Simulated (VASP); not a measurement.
A run of VASP 6.6.1 is set up as follows.

File INCAR:

```
PREC     = Accurate       # precision mode
ENCUT    = 600            # plane-wave cutoff, eV
EDIFF    = 1E-6           # SCF threshold, eV
ISMEAR   = -1             # smearing method
SIGMA    = 0.05           # smearing width, eV
LREAL    = F              # projectors in reciprocal space
LASPH    = T              # aspherical terms in the spheres
NELM     = 60             # most SCF steps
ALGO     = Fast           # electronic algorithm
ISIF     = 3              # what is computed and relaxed
LWAVE    = F              # write WAVECAR
LCHARG   = F              # write CHGCAR
GGA      = PS             # functional
IVDW     = 12             # dispersion correction
IBRION   = 2              # ionic algorithm
NSW      = 40             # ionic steps
EDIFFG   = -0.01          # ionic threshold
```

Contents of KPOINTS:

```
Automatic mesh
0
Gamma
  8 8 8
```

POSCAR

```
Ge
1.0
    0.0000000000      2.8289100000      2.8289100000
    2.8289100000      0.0000000000      2.8289100000
    2.8289100000      2.8289100000      0.0000000000
Ge
2
Direct
    0.7500000000      0.7500000000      0.7500000000
    0.5000000000      0.5000000000      0.5000000000
```

Potentials or basis: VASP PAW PBE potentials, release 64 (Ge_d).

Launch:

```bash
$ cat potpaw_PBE.64/Ge_d/POTCAR > POTCAR
$ mpirun -np 1 vasp_std > vasp.out
```

Task: Estimate the relaxed cell.

Result: a = 3.976 Å, b = 3.976 Å, c = 3.976 Å, α = 60.00°, β = 60.00°, γ = 60.00°.

Task: Predict the band gap on the k mesh.

Result: 0.16 eV, direct.

Task: Predict the relaxed volume.

Result: 22.22 Å³/atom.

Final structure:
```
CELL_PARAMETERS angstrom
0.00000 2.81135 2.81135
2.81135 0.00000 2.81135
2.81135 2.81135 0.00000
ATOMIC_POSITIONS crystal
Ge 0.75000 0.75000 0.75000
Ge 0.50000 0.50000 0.50000
```

Caveat: the PAW data sets were made with another functional, which shifts forces and pressure a little.

The cell as given is a measured one (22.64 Å³/atom); PBEsol+D3(BJ) puts the equilibrium volume -1.9 % from it, thermal expansion not counted.
